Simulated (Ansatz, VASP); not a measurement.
# NaI in two plane-wave programs

Wanted: the spread between two codes on one cell, functional and k mesh. The cell is taken from a series of VASP runs on this material, whose earlier steps may have relaxed, scaled or displaced it; both programs get it as it stands.

Calculated with Ansatz 0.2.0; plane waves, with VASP 6.6.1 beside it; elastic constants at LDA and relaxation of cell and atoms at r2SCAN.

**1. The starting structure**

Symmetry: Fm-3m, No. 225, cubic system. The conventional cell has a = 6.263 Å, b = 6.263 Å, c = 6.263 Å, α = 90.00°, β = 90.00°, γ = 90.00°. Nearest to I lie 6 Na at 3.13 Å. Nearest to Na lie 6 I at 3.13 Å. Farther neighbours and most contacts between anions are not listed.

As a file:

```cif
data_structure
_symmetry_space_group_name_H-M 'P 1'
_symmetry_Int_Tables_number 1
_cell_length_a 4.4286
_cell_length_b 4.4286
_cell_length_c 4.4286
_cell_angle_alpha 60.000
_cell_angle_beta 60.000
_cell_angle_gamma 60.000
_cell_volume 61.42
loop_
_atom_site_label
_atom_site_type_symbol
_atom_site_fract_x
_atom_site_fract_y
_atom_site_fract_z
_atom_site_occupancy
I1 I 0.50000 0.50000 0.50000 1
Na2 Na 0.00000 0.00000 0.00000 1
```

**2. Ansatz: elastic constants, LDA**

Ansatz runs on its default PAW (the set named soft_2) files.

Elastic constants are differences of stresses under small strains, so they test the stress and the mesh.

input.yaml

```yaml
crystal:
  lattice:
    - [0.0, 3.131478738, 3.131478738]
    - [3.131478738, 0.0, 3.131478738]
    - [3.131478738, 3.131478738, 0.0]
  atoms:
    - { symbol: I, position: [0.5, 0.5, 0.5] }
    - { symbol: Na, position: [0.0, 0.0, 0.0] }
hamiltonian:
  xc: lda
  pseudopotentials: { kind: paw }
kpoints:
  mp_grid: { grid: [8, 8, 8] }
scf:
  occupations: { method: gaussian, width: 0.03 }
elastic:
  mode: relaxed_ion
  stencil: two_point
output:
  forces: true
  stress: true
```

Launch:

```console
$ ansatz run input.yaml --threads 4 --pin off --max-ram 9216MiB --backend cpu --events-out ev --progress --plain --runs-dir out
```

Numbers of over 12 decimals in the logs are rounded to 6 here.

The log of the run:

```text
Engine: ansatz 0.2.0, x86_64-unknown-linux-gnu
Pseudopotentials: kind: paw
Pseudopotential: I, paw, valence charge 17, recommended cutoff 420 eV (normal), I.paw.azcp
Pseudopotential: Na, paw, valence charge 9, recommended cutoff 420 eV (normal), Na.paw.azcp
Functional definition: SPW92
  exchange = slater_x
  correlation = pw_c
Crystal: 2 atoms, lattice volume = 61.416 Å³
Basis set: ecut = 420 eV, 1243 PW (Γ)
Bands: 17, of which v1, the nominal top of the filled ones, is band 13 counted from 1 (12 counted from 0)
Symmetry: 48 space group operations
Space group: Fm-3m (ITA 225), of the structure as read, at distance tolerance 3.9e-5 Å
k-points: 29 of 512
Non-local potential: I, projectors of the file, l = 0: 2, l = 1: 2, l = 2: 2, l = 3: 2
Non-local potential: Na, projectors of the file, l = 0: 3, l = 1: 2, l = 2: 1
PAW form: soft (Blöchl's): semilocal exchange-correlation on the pseudo side does not see the compensation charge
PAW frozen core: I, regenerated for the run's functional, and the local potential with it (the file was generated under x = pbe(κ = 0.804, μ = 0.219515), c = pbe(β = 0.066725))
PAW frozen core: Na, regenerated for the run's functional, and the local potential with it (the file was generated under x = pbe(κ = 0.804, μ = 0.219515), c = pbe(β = 0.066725))
PAW one-centre angular grid: I, 590 points (default); XC on 64 Gauss nodes
PAW one-centre angular grid: Na, 110 points (default); XC on 64 Gauss nodes
Initial density: superposition of atomic densities (neutral atoms: chi_scale 0, normalization atom), corrected by the library's trained network
Initial wavefunctions: pseudopotential atomic-orbital guess
Functional: x = slater, c = lda
SCF iter   1: F=—  HF=-8825.016567 eV  |F-HF|=—  |Δ(HF+E_count)|=         —  Δρ=5.65e-3  dr2=7.62e-3  ethr=1.77e-3  ⟨swp⟩=6.1  Hψ=2669  notcnv=0
preconditioner: auto → none  [insulator: Δε(μ)=3.608 eV  Ē_g=10.824 eV  σ=0.030 eV  W_gap=1.00  n_scr=14 (ndim 8)  ℏωp=13.4 eV  f_vac=0.041  D(μ)=0.00/eV (n_scr^D=0)  ε∞_Penn≈2.5]
SCF iter   2: F=—  HF=-8825.011463 eV  |F-HF|=—  |Δ(HF+E_count)|=   5.10e-3  Δρ=2.00e-3  dr2=1.76e-3  ethr=2.93e-5  ⟨swp⟩=2.0  Hψ=1217  notcnv=0
SCF iter   3: F=—  HF=-8825.011119 eV  |F-HF|=—  |Δ(HF+E_count)|=   3.43e-4  Δρ=7.53e-4  dr2=2.17e-4  ethr=6.77e-6  ⟨swp⟩=3.0  Hψ=878  notcnv=0
SCF iter   4: F=—  HF=-8825.011065 eV  |F-HF|=—  |Δ(HF+E_count)|=   5.41e-5  Δρ=2.18e-4  dr2=1.32e-5  ethr=8.35e-7  ⟨swp⟩=2.4  Hψ=749  notcnv=0
SCF iter   5: F=—  HF=-8825.011067 eV  |F-HF|=—  |Δ(HF+E_count)|=   1.77e-6  Δρ=8.32e-6  dr2=6.81e-8  ethr=5.08e-8  ⟨swp⟩=1.2  Hψ=498  notcnv=0
SCF iter   6: F=—  HF=-8825.011066 eV  |F-HF|=—  |Δ(HF+E_count)|=   1.24e-6  Δρ=2.51e-6  dr2=5.03e-9  ethr=2.62e-10  ⟨swp⟩=2.2  Hψ=674  notcnv=0
SCF iter   7: F=—  HF=-8825.011066 eV  |F-HF|=—  |Δ(HF+E_count)|=   1.92e-9  Δρ=4.65e-7  dr2=1.99e-10  ethr=1.93e-11  ⟨swp⟩=2.4  Hψ=752  notcnv=0
SCF iter   8: F=—  HF=-8825.011066 eV  |F-HF|=—  |Δ(HF+E_count)|=  8.00e-11  Δρ=3.90e-8  dr2=2.11e-12  ethr=7.65e-13 (applied; sched 1.00e-12)  ⟨swp⟩=2.3  Hψ=660  notcnv=0
SCF iter   9: F=-8825.011066 eV  HF=-8825.011066 eV  |F-HF|=1.82e-12  |Δ(HF+E_count)|=    0.00e0  Δρ=6.81e-9  dr2=5.06e-14  ethr=1.00e-12  ⟨swp⟩=6.0  Hψ=2182  notcnv=0
SCF 1 converged in 9 iterations: F = -8825.011066 eV  dr2 = 5.06e-14
  greatest PAW one-centre occupation: 1.000 electrons in one spin orbital (limit 2), on the I atom at site 0 (counted from 0), in its partial waves of l = 2
Crystal: 2 atoms, lattice volume = 61.293 Å³
Symmetry: 16 space group operations
k-points: 59 of 512
Initial density: handed on by an earlier stage of this run
Initial wavefunctions: those handed on with the density
iter 1 solved again at ethr=1.70e-8 eV; its pass at ethr=3.10e-3 eV (dr2=4.43e-6 eV) is discarded
[...]
preconditioner: auto → none  [insulator: Δε(μ)=3.619 eV  Ē_g=10.838 eV  σ=0.030 eV  W_gap=1.00  n_scr=14 (ndim 8)  ℏωp=13.4 eV  f_vac=0.033  D(μ)=0.00/eV (n_scr^D=0)  ε∞_Penn≈2.5]
[...]
SCF 2 converged in 7 iterations: F = -8825.011060 eV  dr2 = 1.23e-14
Crystal: 2 atoms, lattice volume = 61.538 Å³
[...]
preconditioner: auto → none  [insulator: Δε(μ)=3.607 eV  Ē_g=10.824 eV  σ=0.030 eV  W_gap=1.00  n_scr=14 (ndim 8)  ℏωp=13.4 eV  f_vac=0.035  D(μ)=0.00/eV (n_scr^D=0)  ε∞_Penn≈2.5]
[...]
SCF 3 converged in 4 iterations: F = -8825.011015 eV  dr2 = 8.43e-15
Crystal: 2 atoms, lattice volume = 61.415 Å³
Symmetry: 8 space group operations
k-points: 95 of 512
[...]
preconditioner: auto → none  [insulator: Δε(μ)=3.610 eV  Ē_g=10.831 eV  σ=0.030 eV  W_gap=1.00  n_scr=14 (ndim 8)  ℏωp=13.4 eV  f_vac=0.035  D(μ)=0.00/eV (n_scr^D=0)  ε∞_Penn≈2.5]
SCF iter   2: F=—  HF=-8825.011067 eV  |F-HF|=—  |Δ(HF+E_count)|=   4.63e-8  Δρ=2.11e-5  dr2=9.83e-8  ethr=1.54e-9  ⟨swp⟩=1.1  Hψ=1625  notcnv=0
SCF iter   3: F=—  HF=-8825.011067 eV  |F-HF|=—  |Δ(HF+E_count)|=   2.19e-8  Δρ=3.30e-7  dr2=2.84e-11  ethr=3.78e-10  ⟨swp⟩=1.1  Hψ=1623  notcnv=0
SCF iter   4: F=—  HF=-8825.011067 eV  |F-HF|=—  |Δ(HF+E_count)|=  1.87e-10  Δρ=6.11e-8  dr2=8.70e-13  ethr=1.09e-13 (applied; sched 1.00e-12)  ⟨swp⟩=2.9  Hψ=3238  notcnv=0
SCF iter   5: F=-8825.011067 eV  HF=-8825.011067 eV  |F-HF|=0.00e0  |Δ(HF+E_count)|=  1.82e-12  Δρ=1.47e-8  dr2=5.92e-14  ethr=1.00e-12  ⟨swp⟩=4.9  Hψ=6154  notcnv=0
SCF 4 converged in 5 iterations: F = -8825.011067 eV  dr2 = 5.92e-14
iter 1 solved again at ethr=1.00e-12 eV; its pass at ethr=3.10e-3 eV (dr2=1.93e-10 eV) is discarded
SCF iter   1: F=—  HF=-8825.011067 eV  |F-HF|=—  |Δ(HF+E_count)|=         —  Δρ=1.40e-6  dr2=2.02e-10  ethr=1.00e-12  ⟨swp⟩=3.0  Hψ=11115  notcnv=0
preconditioner: auto → none  [insulator: Δε(μ)=3.610 eV  Ē_g=10.831 eV  σ=0.030 eV  W_gap=1.00  n_scr=14 (ndim 8)  ℏωp=13.4 eV  f_vac=0.034  D(μ)=0.00/eV (n_scr^D=0)  ε∞_Penn≈2.5]
SCF iter   2: F=—  HF=-8825.011067 eV  |F-HF|=—  |Δ(HF+E_count)|=  1.13e-10  Δρ=6.27e-7  dr2=4.28e-11  ethr=7.78e-13 (applied; sched 1.00e-12)  ⟨swp⟩=2.0  Hψ=2630  notcnv=0
SCF iter   3: F=—  HF=-8825.011067 eV  |F-HF|=—  |Δ(HF+E_count)|=  5.46e-12  Δρ=1.02e-7  dr2=2.64e-12  ethr=1.65e-13 (applied; sched 1.00e-12)  ⟨swp⟩=2.1  Hψ=2644  notcnv=0
SCF iter   4: F=—  HF=-8825.011067 eV  |F-HF|=—  |Δ(HF+E_count)|=  1.82e-12  Δρ=2.48e-8  dr2=1.02e-13  ethr=1.02e-14 (applied; sched 1.00e-12)  ⟨swp⟩=2.1  Hψ=2704  notcnv=0
SCF iter   5: F=-8825.011067 eV  HF=-8825.011067 eV  |F-HF|=3.64e-12  |Δ(HF+E_count)|=  3.64e-12  Δρ=2.43e-9  dr2=1.16e-15  ethr=1.00e-12  ⟨swp⟩=4.0  Hψ=5095  notcnv=0
SCF 5 converged in 5 iterations: F = -8825.011067 eV  dr2 = 1.16e-15
SCF converged after 9 iterations
Free energy (F): -8825.011066 eV
Harris-Foulkes:  -8825.011066 eV  (|F-HF|=1.82e-12)
Internal energy: -8825.011066 eV  (E = F + TS)
E sigma→0 (E₀):  -8825.011066 eV
Fermi energy:    5.542796 eV
--- Per-component energies (eV) ---
  E_band       = -596.902304
  E_kinetic    = 311.408292
  E_local      = -3228.583981  (includes V_loc(G=0)·N_el)
  E_nonlocal   = 31.566519
  E_hartree    = 1464.608561
  E_xc         = -166.015278
  E_vxc        = -179.066940  (∫ρ·V_xc dr)
  E_paw        = -4905.417172  (= ΣΔE_a)
  E_vpaw       = -461.443347  (= ΣTr[D̂ρ^β])
  E_aug_tail   = 0.000043  (compensation charges beyond the density's cutoff)
  E_ewald      = -2333.500155
  E_core_change = 0.922105  (= ΣΔE_core)
  E_smearing   = -0.000000  (= −TS)
  E_closure    = 0.000000  (closes the sum)
  Σ components = -8825.011066   (vs F -8825.011066, Δ=0.00e0)
--- Forces (eV/Å), atoms counted from 1 ---
  atom   1  I      0.00000000     0.00000000     0.00000000
  atom   2  Na    -0.00000000     0.00000000     0.00000000
  max |Σ_I F_I| component: 6.24e-29 eV/Å
--- Stress (GPa, compression-positive) ---
       -0.031738       0.000000      -0.000000
        0.000000      -0.031738       0.000000
       -0.000000       0.000000      -0.031738
  P = ⅓ Tr σ = -0.0317 GPa (-0.317 kbar)
--- Band table (eV; the first three rows and the last of 29) ---
  k-point 0: bands = [... 9 lower, -7.6673, 3.7350, 3.7350, 3.7350, 7.3503, 11.5720, 11.5720, 11.5720]
  k-point 1: bands = [... 9 lower, -7.6110, 3.1671, 3.6784, 3.6784, 7.9381, 11.1840, 11.7479, 11.7479]
  k-point 2: bands = [... 9 lower, -7.4684, 2.1740, 3.5494, 3.5494, 8.6497, 11.3076, 11.6719, 11.6719]
  k-point 28: bands = [... 9 lower, -7.1369, 2.0201, 2.0201, 2.5866, 9.6054, 11.1976, 11.1976, 11.6920]
--- Elastic constants: 2 strain directions × 2 members + reference (group order 48) ---
  dense FFT box of the reference and of every strained cell: 30×30×30
  strains applied: 11, 23; error gains: componentwise 1.00 (the most a stress slope's error grows in a printed constant), spectral 1.73 (1 for all six strains in a standard setting)
  C = ∂σ_k/∂η_j (tension-positive GPa; Voigt order 11 22 33 23 13 12):
        44.028      8.935      8.935     -0.000     -0.000      0.000
         8.935     44.028      8.935      0.000     -0.000     -0.000
         8.935      8.935     44.028     -0.000      0.000      0.000
        -0.000      0.000      0.000      7.605      0.000     -0.000
        -0.000      0.000     -0.000     -0.000      7.605      0.000
         0.000     -0.000      0.000     -0.000      0.000      7.605
  reference stress σ⁰ (GPa):      0.032      0.032      0.032     -0.000      0.000     -0.000
  C* (energy form; C + prestress term) asymmetry max|C*_kj − C*_jk| = 3.553e-15 GPa — a small one proves nothing (zero by symmetry where the batch's group is 432, −43m or m−3m); a large one is finite-difference/SCF noise where every solve meets its electron count
  moduli (Voigt/Reuss/Hill, GPa): K = 20.63/20.63/20.63   G = 11.58/9.83/10.71   E = 27.39   ν = 0.279
  mechanically stable: yes (min eigenvalue of sym C = 7.61 GPa)
  strain η (Voigt 11):  stress-route row diagonal C_11 = 44.03 GPa, energy-path curvature d²(F+E_count+ΔE)/dδ²/Ω₀ = 44.02 GPa
         δ    σ_11 (GPa)             F (eV)   n_scf  n_hpsi   n_pw
    -2.000e-3      -0.0574       -8825.0110595       7   19106   1243   relax 0 steps, max|allowed force component| 1.89e-29 eV/Å
     2.000e-3       0.1188       -8825.0110147       4   14582   1243   relax 0 steps, max|allowed force component| 4.71e-30 eV/Å
  strain η (Voigt 23):  stress-route row diagonal C_44 = 7.61 GPa, energy-path curvature d²(F+E_count+ΔE)/dδ²/Ω₀ = 7.59 GPa
         δ    σ_23 (GPa)             F (eV)   n_scf  n_hpsi   n_pw
    -2.000e-3      -0.0152       -8825.0110669       5   25163   1243   relax 0 steps, max|allowed force component| 6.44e-29 eV/Å
     2.000e-3       0.0152       -8825.0110669       5   25708   1243   relax 0 steps, max|allowed force component| 3.79e-29 eV/Å
```

It took 2.6 s on 4 threads of AMD EPYC 9B45 (Zen 5), shared host; peak memory 0.47 GiB; 6.8 s of CPU time.

The run ends at a pressure of -0.03 GPa.

(Part 1 of 2 ends here.)

[Lines on the potential files, build, host, timing and source positions are cut from VASP's logs without a mark.]

[Logs are printed without paths, hosts, clocks, repeated set-up lines and the standing remarks that a program may print on its own settings, such as how far it seeks lower states.]

[Hosts, paths, dates, database ids (printed as entryN), source tags and the programs' standing remarks are cut or masked in the printed files.]
